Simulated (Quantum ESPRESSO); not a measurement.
# InAs (F-43m) in Quantum ESPRESSO: further runs

One crystal, InAs, is run at these levels: PBE, LDA, PBEsol; tasks: band structure.

Everything below comes from runs of Quantum ESPRESSO 7.5. Logs are shortened: lines on timing, memory, paths and dates and some standing lists are left out, and cuts for length are marked.

**The experiment to reproduce.**

A printed reference work, data compilation reports, for a bulk crystal of InAs at 4.2 K: band gap 0.418 eV (direct).

The runs below are set against these values where they give the same quantity.

### Step 1. The crystal as given

The structure is cubic, space group F-43m (No. 216). The conventional cell has a = 6.036 Å, b = 6.036 Å, c = 6.036 Å, α = 90.00°, β = 90.00°, γ = 90.00°. Around In (site symmetry -43m) lie 4 As at 2.61 Å. As (site symmetry -43m) is surrounded by 4 In at 2.61 Å.

### Step 2. Band structure, PBE, spin-orbit coupling, no magnetisation

The input, pw.in:

```
&CONTROL
  calculation = 'scf'
  prefix = 'pwscf'
  outdir = './tmp'
  pseudo_dir = './pseudo'
  tprnfor = .true.
  tstress = .true.
  disk_io = 'low'
/
&SYSTEM
  ibrav = 0
  nat = 2
  ntyp = 2
  ecutwfc = 84
  nbnd = 42
  occupations = 'smearing'
  smearing = 'fd'
  degauss = 0.00367493
  noncolin = .true.
  lspinorb = .true.
/
&ELECTRONS
  conv_thr = 4d-10
  electron_maxstep = 120
  mixing_beta = 0.5
/
ATOMIC_SPECIES
In   114.8180 In.upf
As    74.9216 As.upf
CELL_PARAMETERS angstrom
   0.0000000000    3.0180000000    3.0180000000
   3.0180000000    0.0000000000    3.0180000000
   3.0180000000    3.0180000000    0.0000000000
ATOMIC_POSITIONS crystal
In     0.0000000000    0.0000000000    0.0000000000
As     0.7500000000    0.7500000000    0.7500000000
K_POINTS automatic
8 8 8 0 0 0
```

The input, bands.in:

```
&CONTROL
  calculation = 'bands'
  prefix = 'pwscf'
  outdir = './tmp'
  pseudo_dir = './pseudo'
  disk_io = 'low'
  verbosity = 'high'
/
&SYSTEM
  ibrav = 0
  nat = 2
  ntyp = 2
  ecutwfc = 84
  nbnd = 42
  occupations = 'smearing'
  smearing = 'fd'
  degauss = 0.00367493
  noncolin = .true.
  lspinorb = .true.
/
&ELECTRONS
  conv_thr = 1d-08
  electron_maxstep = 120
  mixing_beta = 0.5
  diago_full_acc = .true.
/
ATOMIC_SPECIES
In   114.8180 In.upf
As    74.9216 As.upf
CELL_PARAMETERS angstrom
   0.0000000000    3.0180000000    3.0180000000
   3.0180000000    0.0000000000    3.0180000000
   3.0180000000    3.0180000000    0.0000000000
ATOMIC_POSITIONS crystal
In     0.0000000000    0.0000000000    0.0000000000
As     0.7500000000    0.7500000000    0.7500000000
K_POINTS crystal
60
 0.0000000000  0.0000000000  0.0000000000 1
 0.0625000000  0.0000000000  0.0625000000 1
 0.1250000000  0.0000000000  0.1250000000 1
 0.1875000000  0.0000000000  0.1875000000 1
 0.2500000000  0.0000000000  0.2500000000 1
 0.3125000000  0.0000000000  0.3125000000 1
 0.3750000000  0.0000000000  0.3750000000 1
 0.4375000000  0.0000000000  0.4375000000 1
 0.5000000000  0.0000000000  0.5000000000 1
 0.5000000000  0.0625000000  0.5625000000 1
 0.5000000000  0.1250000000  0.6250000000 1
 0.5000000000  0.1875000000  0.6875000000 1
 0.5000000000  0.2500000000  0.7500000000 1
 0.4375000000  0.3125000000  0.7500000000 1
 0.3750000000  0.3750000000  0.7500000000 1
 0.3375000000  0.3375000000  0.6750000000 1
 0.3000000000  0.3000000000  0.6000000000 1
 0.2625000000  0.2625000000  0.5250000000 1
 0.2250000000  0.2250000000  0.4500000000 1
 0.1875000000  0.1875000000  0.3750000000 1
 0.1500000000  0.1500000000  0.3000000000 1
 0.1125000000  0.1125000000  0.2250000000 1
 0.0750000000  0.0750000000  0.1500000000 1
 0.0375000000  0.0375000000  0.0750000000 1
 0.0000000000  0.0000000000  0.0000000000 1
 0.0625000000  0.0625000000  0.0625000000 1
 0.1250000000  0.1250000000  0.1250000000 1
 0.1875000000  0.1875000000  0.1875000000 1
 0.2500000000  0.2500000000  0.2500000000 1
 0.3125000000  0.3125000000  0.3125000000 1
 0.3750000000  0.3750000000  0.3750000000 1
 0.4375000000  0.4375000000  0.4375000000 1
 0.5000000000  0.5000000000  0.5000000000 1
 0.5250000000  0.4500000000  0.5250000000 1
 0.5500000000  0.4000000000  0.5500000000 1
 0.5750000000  0.3500000000  0.5750000000 1
 0.6000000000  0.3000000000  0.6000000000 1
 0.6250000000  0.2500000000  0.6250000000 1
 0.5833333333  0.2500000000  0.6666666667 1
 0.5416666667  0.2500000000  0.7083333333 1
 0.5000000000  0.2500000000  0.7500000000 1
 0.5000000000  0.2857142857  0.7142857143 1
 0.5000000000  0.3214285714  0.6785714286 1
 0.5000000000  0.3571428571  0.6428571429 1
 0.5000000000  0.3928571429  0.6071428571 1
 0.5000000000  0.4285714286  0.5714285714 1
 0.5000000000  0.4642857143  0.5357142857 1
 0.5000000000  0.5000000000  0.5000000000 1
 0.4821428571  0.4821428571  0.5357142857 1
 0.4642857143  0.4642857143  0.5714285714 1
 0.4464285714  0.4464285714  0.6071428571 1
 0.4285714286  0.4285714286  0.6428571429 1
 0.4107142857  0.4107142857  0.6785714286 1
 0.3928571429  0.3928571429  0.7142857143 1
 0.3750000000  0.3750000000  0.7500000000 1
 0.6250000000  0.2500000000  0.6250000000 1
 0.5937500000  0.1875000000  0.5937500000 1
 0.5625000000  0.1250000000  0.5625000000 1
 0.5312500000  0.0625000000  0.5312500000 1
 0.5000000000  0.0000000000  0.5000000000 1
```

Potentials or basis: PseudoDojo 0.4 FR PBE standard.

Run with:

```console
$ OMP_NUM_THREADS=1 pw.x -in pw.in > pw.out
$ OMP_NUM_THREADS=1 pw.x -in bands.in > bands.out
```

pw.out:

```text
This program is part of the open-source Quantum ESPRESSO suite
     for quantum simulation of materials; please cite
[... 9 lines left out ...]
     --------------------
     sticks:   dense  smooth     PW     G-vecs:    dense   smooth      PW
     Sum        1507    1507    433                38709    38709    5985

     Using Slab Decomposition

     bravais-lattice index     =            0
     lattice parameter (alat)  =       8.0655  a.u.
     unit-cell volume          =     371.0089 (a.u.)^3
     number of atoms/cell      =            2
     number of atomic types    =            2
     number of electrons       =        28.00
     number of Kohn-Sham states=           42
     kinetic-energy cutoff     =      84.0000  Ry
     charge density cutoff     =     336.0000  Ry
     scf convergence threshold =      4.0E-10
     mixing beta               =       0.5000
     number of iterations used =            8  plain     mixing
     Exchange-correlation= PBE
                           (   1   4   3   4   0   0   0)
     Non magnetic calculation with spin-orbit

     celldm(1)=   8.065534  celldm(2)=   0.000000  celldm(3)=   0.000000
     celldm(4)=   0.000000  celldm(5)=   0.000000  celldm(6)=   0.000000

     crystal axes: (cart. coord. in units of alat)
               a(1) = (   0.000000   0.707107   0.707107 )
               a(2) = (   0.707107   0.000000   0.707107 )
               a(3) = (   0.707107   0.707107   0.000000 )

     reciprocal axes: (cart. coord. in units 2 pi/alat)
               b(1) = ( -0.707107  0.707107  0.707107 )
               b(2) = (  0.707107 -0.707107  0.707107 )
               b(3) = (  0.707107  0.707107 -0.707107 )

     PseudoPot. # 1 for In read from file:
     In.upf
     Pseudo is Norm-conserving + core correction, Zval = 13.0
     Generated using ONCVPSP code by D. R. Hamann
     Using radial grid of 1986 points, 10 beta functions with:
                l(1) =   0
                l(2) =   0
                l(3) =   1
                l(4) =   1
                l(5) =   1
                l(6) =   1
                l(7) =   2
                l(8) =   2
                l(9) =   2
               l(10) =   2

     PseudoPot. # 2 for As read from file:
     As.upf
     Pseudo is Norm-conserving + core correction, Zval = 15.0
     Generated using ONCVPSP code by D. R. Hamann
     Using radial grid of 1358 points, 10 beta functions with:
                l(1) =   0
                l(2) =   0
[... 51 lines left out ...]
        k(   29) = (  -0.7071068   0.3535534   0.0000000), wk =   0.0117188

     Dense  grid:    38709 G-vectors     FFT dimensions: (  48,  48,  48)

     Initial potential from superposition of free atoms

     starting charge      27.9958, renormalised to      28.0000
     Starting wfcs are   36 randomized atomic wfcs +    6 random wfcs

     Self-consistent Calculation

     iteration #  1     ecut=    84.00 Ry     beta= 0.50
     Davidson diagonalization with overlap
     ethr =  1.00E-02,  avg # of iterations =  6.0

     Threshold (ethr) on eigenvalues was too large:
     Diagonalizing with lowered threshold

     Davidson diagonalization with overlap
     ethr =  2.53E-04,  avg # of iterations =  2.2

     total energy              =    -344.94386989 Ry
     estimated scf accuracy    <       0.06966183 Ry
[... 12 lines left out ...]
     total energy              =    -344.95713151 Ry
     estimated scf accuracy    <       0.00102205 Ry

     iteration #  4     ecut=    84.00 Ry     beta= 0.50
     Davidson diagonalization with overlap
     c_bands:  1 eigenvalues not converged
     ethr =  3.65E-06,  avg # of iterations =  3.5

     total energy              =    -344.95719067 Ry
     estimated scf accuracy    <       0.00002202 Ry

     iteration #  5     ecut=    84.00 Ry     beta= 0.50
     Davidson diagonalization with overlap
     ethr =  7.87E-08,  avg # of iterations =  3.9
[... 25 lines left out ...]
     iteration #  9     ecut=    84.00 Ry     beta= 0.50
     Davidson diagonalization with overlap
     ethr =  2.40E-12,  avg # of iterations =  3.3

     End of self-consistent calculation

          k = 0.0000 0.0000 0.0000 (  4909 PWs)   bands (ev):

   -27.2894 -27.2894 -27.2894 -27.2894 -26.5655 -26.5655 -26.5603 -26.5603
   -26.5603 -26.5603  -6.7191  -6.7191  -6.7191  -6.7191  -5.9260  -5.9260
    -5.8395  -5.8395  -5.8395  -5.8395  -3.7213  -3.7213   7.9419   7.9419
     8.0120   8.0120   8.2909   8.2909   8.2909   8.2909  11.7785  11.7785
    12.2477  12.2477  12.2477  12.2477  15.7286  15.7286  17.9210  17.9210
    17.9210  17.9212
[... 165 lines left out ...]
   -27.2893 -27.2893 -27.2892 -27.2891 -26.5653 -26.5652 -26.5602 -26.5601
   -26.5600 -26.5599  -6.8045  -6.7482  -6.6914  -6.6740  -6.0288  -5.9151
    -5.8436  -5.8432  -5.8195  -5.8046  -1.7124  -1.7067   2.4334   2.4845
     4.8715   4.8823   6.2100   6.2150  10.2903  10.2921  12.4451  12.4969
    15.3935  15.5504  15.6233  15.6969  15.9274  16.0852  18.2168  18.2360
    21.0262  21.1513

          k =-0.7071 0.0000 0.0000 (  4800 PWs)   bands (ev):

   -27.2893 -27.2893 -27.2892 -27.2892 -26.5653 -26.5653 -26.5601 -26.5601
   -26.5600 -26.5600  -6.7810  -6.7810  -6.6841  -6.6841  -5.9729  -5.9729
    -5.8346  -5.8346  -5.8079  -5.8079  -1.6933  -1.6933   2.3222   2.3222
     5.8302   5.8302   5.8356   5.8356   9.7210   9.7210  10.2462  10.2462
    17.3395  17.3395  17.4062  17.4062  17.6252  17.6252  19.8655  19.8655
    20.4436  20.4439
[... 48 lines left out ...]
   -27.2893 -27.2893 -27.2892 -27.2891 -26.5653 -26.5653 -26.5602 -26.5601
   -26.5600 -26.5599  -6.8029  -6.7413  -6.6927  -6.6763  -6.0334  -5.8953
    -5.8660  -5.8453  -5.8134  -5.8098  -1.8585  -1.8496   2.6200   2.6738
     4.9302   4.9327   6.1881   6.2183  11.3756  11.4010  12.8664  12.9084
    13.2477  13.3397  15.5073  15.6598  16.0770  16.2143  17.9977  18.0240
    20.8625  20.9356

          k =-0.7071 0.1768-0.0000 (  4828 PWs)   bands (ev):

   -27.2893 -27.2893 -27.2892 -27.2891 -26.5653 -26.5652 -26.5602 -26.5601
   -26.5600 -26.5600  -6.8037  -6.7537  -6.6875  -6.6776  -6.0216  -5.9246
    -5.8409  -5.8298  -5.8248  -5.8037  -1.6692  -1.6654   2.3718   2.4089
     5.4597   5.4794   5.5322   5.5849  10.6131  10.6944  11.0661  11.1368
    15.4684  15.6130  15.8466  15.9318  17.8313  18.0109  19.8133  19.9793
    20.1905  20.2587

          k =-0.7071 0.3536 0.0000 (  4788 PWs)   bands (ev):

   -27.2893 -27.2893 -27.2893 -27.2891 -26.5653 -26.5652 -26.5602 -26.5600
   -26.5600 -26.5600  -6.8117  -6.7421  -6.6864  -6.6746  -6.0449  -5.8921
    -5.8576  -5.8411  -5.8152  -5.8092  -1.6434  -1.6384   2.4378   2.4956
     5.1500   5.2175   5.2499   5.3489  12.3153  12.4796  12.4975  12.5126
    13.0578  13.3178  14.2618  14.2928  17.9515  18.1257  19.8502  19.9740
    20.0678  20.0837

     the Fermi energy is     8.3051 ev

!    total energy              =    -344.95719967 Ry
     estimated scf accuracy    <          1.9E-10 Ry
     smearing contrib. (-TS)   =      -0.00003055 Ry
     internal energy E=F+TS    =    -344.95716913 Ry

     The total energy is F=E-TS. E is the sum of the following terms:
     one-electron contribution =    -176.09637454 Ry
     hartree contribution      =     104.53425584 Ry
     xc contribution           =     -87.60522002 Ry
     ewald contribution        =    -185.78983041 Ry

     convergence has been achieved in   9 iterations

     Forces acting on atoms (cartesian axes, Ry/au):

     atom    1 type  1   force =     0.00000000    0.00000000    0.00000000
     atom    2 type  2   force =     0.00000000   -0.00000000   -0.00000000

     Total force =     0.000000     Total SCF correction =     0.000000

     Computing stress (Cartesian axis) and pressure

          total   stress  (Ry/bohr**3)                   (kbar)     P=       43.67
   0.00029689  -0.00000000  -0.00000000           43.67       -0.00       -0.00
  -0.00000000   0.00029689  -0.00000000           -0.00       43.67       -0.00
  -0.00000000  -0.00000000   0.00029689           -0.00       -0.00       43.67

=------------------------------------------------------------------------------=
   JOB DONE.
=------------------------------------------------------------------------------=
```

Wall time 8 min (1 thread of Arm Neoverse V2, shared host); peak memory 0.44 GiB.

Results:

| Item | Value |
| --- | --- |
| Free energy | -4693.3818 eV |
| Pressure | 4.4 GPa |
| Band gap on the k mesh | none (metal or under the smearing width) |

Levels at the corners of the path, in eV from the Fermi level:
```
point  band 26  band 27  band 28  band 29  band 30  band 31
    Γ    -0.29    -0.01    -0.01    -0.01    -0.01     3.47
    X    -2.47    -2.47    -2.47     1.42     1.42     1.94
    W    -3.09    -3.06    -2.96     4.01     4.17     4.19
    K    -3.42    -2.10    -2.09     1.99     1.99     4.14
    Γ    -0.29    -0.01    -0.01    -0.01    -0.01     3.47
    L    -1.25    -1.00    -1.00     0.84     0.84     4.46
    U    -3.42    -2.10    -2.09     1.99     1.99     4.14
    W    -3.09    -3.06    -2.96     4.01     4.17     4.19
    L    -1.25    -1.00    -1.00     0.84     0.84     4.46
    K    -3.42    -2.10    -2.09     1.99     1.99     4.14
    U    -3.42    -2.10    -2.09     1.99     1.99     4.14
    X    -2.47    -2.47    -2.47     1.42     1.42     1.94
```

Caveat: this crystal is a semiconductor, whose small gap the functional closes, so the metal is an error of the method.

[end of part 1 of 2]
